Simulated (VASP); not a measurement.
Runs of VASP 6.6.1 on NiO. It takes space group Fm-3m (No. 225, cubic). The conventional cell has a = 4.172 Å, b = 4.172 Å, c = 4.172 Å, α = 90.00°, β = 90.00°, γ = 90.00°. Ni (site symmetry m-3m) has 6 O at 2.09 Å as nearest neighbours. O (site symmetry m-3m) is surrounded by 6 Ni at 2.09 Å. 

| task | level | potentials or basis | cell | cutoff (eV) | smearing | gap on the mesh (eV) | pressure (GPa) | moment (μB) | relaxed volume (Å³/atom) |
| --- | --- | --- | --- | --- | --- | --- | --- | --- | --- |
| relaxation of cell and atoms | optPBE-vdW | VASP PAW PBE potentials, release 64 (Ni, O) | relaxed | 600 | fermi-dirac 0.05 eV | none | 0.1 | 1.68 | 9.38 |
| relaxation of cell and atoms | BLYP+D4 | VASP PAW PBE potentials, release 64 (Ni, O) | relaxed | 600 | fermi-dirac 0.05 eV | none | -0.1 | 1.74 | 9.43 |
| band structure | TPSS | VASP PAW PBE potentials, release 64 (Ni, O) | as given | 520 | fermi-dirac 0.05 eV | - | (b) | 1.95 | - |
| single point | PBE | VASP PAW PBE potentials, release 64 (Ni, O) | as given | 520 | gaussian 0.027 eV | none | 6.0 | 1.77 | - |
| relaxation of cell and atoms | LDA | VASP PAW LDA potentials, release 64 (Ni, O) | relaxed | 600 | fermi-dirac 0.05 eV | none | -0.3 | 0.28 | 8.28 |
| relaxation of cell and atoms | PBE | VASP PAW PBE potentials, release 64 (Ni_pv, O) | relaxed | 600 | fermi-dirac 0.05 eV | none | 0.0 | (c) | 9.31 |
| single point | PBE | VASP PAW PBE potentials, release 64 (Ni, O) | as given | 520 | gaussian 0.029 eV | none | 6.0 | 1.76 | - |
| relaxation of cell and atoms | PBE+D3(BJ) | VASP PAW PBE potentials, release 64 (Ni, O) | relaxed | 600 | fermi-dirac 0.05 eV | none | 0.0 | 1.71 | (a) |
| relaxation of cell and atoms | PBEsol+D3(BJ) | VASP PAW PBE potentials, release 64 (Ni, O) | relaxed | 600 | fermi-dirac 0.05 eV | none | 0.1 | 1.20 | 8.63 |
| relaxation of cell and atoms | PBEsol+rVV10 | VASP PAW PBE potentials, release 64 (Ni, O) | relaxed | 600 | fermi-dirac 0.05 eV | none | 0.1 | 1.22 | 8.67 |
| single point | PBE | VASP PAW PBE potentials, release 64 (Ni, O) | as given | 520 | gaussian 0.022 eV | none | 6.0 | 1.77 | - |
| band structure | PBE | VASP PAW PBE potentials, release 54 (Ni, O) | as given | 500 | fermi-dirac 0.05 eV | - | 4.8 | 1.67 | - |

Alike in all rows: spin collinear, ferromagnetic start; k mesh 11 × 11 × 11.

Question: Fill in the values left out.

Answer: (a) 9.15; (b) 4.5; (c) 1.79.

Caveats: semilocal functionals often make such compounds metallic where correlation or magnetic order opens a gap, which also shifts bond lengths; a cell with one magnetic atom can't hold antiferromagnetic order, which such compounds often take (some runs); the PAW data sets were made with another functional, which shifts forces and pressure a little (some runs); pairwise dispersion overbinds metals, which lowers pressure and volume (some runs).

A k mesh can miss the band edges.

A gap of «none» marks a metal or a gap under the smearing width.

Not every run made on this cell is shown here.
